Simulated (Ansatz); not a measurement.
A distorted cell of BaSnO₃ (cubic perovskite):

```xyz
5
Lattice="3.9971 0.0000 0.0000 0.0000 3.9971 0.0000 0.0000 0.0000 4.2369" Properties=species:S:1:pos:R:3 pbc="T T T"
Ba     0.0000     0.0000     0.0000
Sn     1.9985     1.9985     2.1185
O      0.0000     1.9985     2.1185
O      1.9985     1.9985     0.0000
O      1.9985     0.0000     2.1185
```

Level of theory: r2SCAN (plane waves to 500 eV, PAW, scalar-relativistic; Ansatz, a first-principles code). k mesh 8×8×8 (Γ-centred), Fermi-Dirac smearing 0.05 eV. Energies are smeared free energies. Stress and pressure are positive under compression. BaSnO3 was relaxed with its symmetry unable to fall.

Problem. Give the stress tensor in GPa and the pressure.

Solution. 
```
   12.3      0.0      0.0
    0.0     12.3      0.0
    0.0      0.0     -0.8
```
The pressure, a third of the trace, is 8.0 GPa.

Problem. It is the relaxed cell deformed to V/V₀ = 0.960, (c/a)/(c/a)₀ = 1.060, c along z, fractional positions held. What is its energy relative to the relaxed cell?

Solution. 34.0 meV/atom.

(Under strain, the slope of the energy per volume gives the stress and its curvature an elastic modulus.)
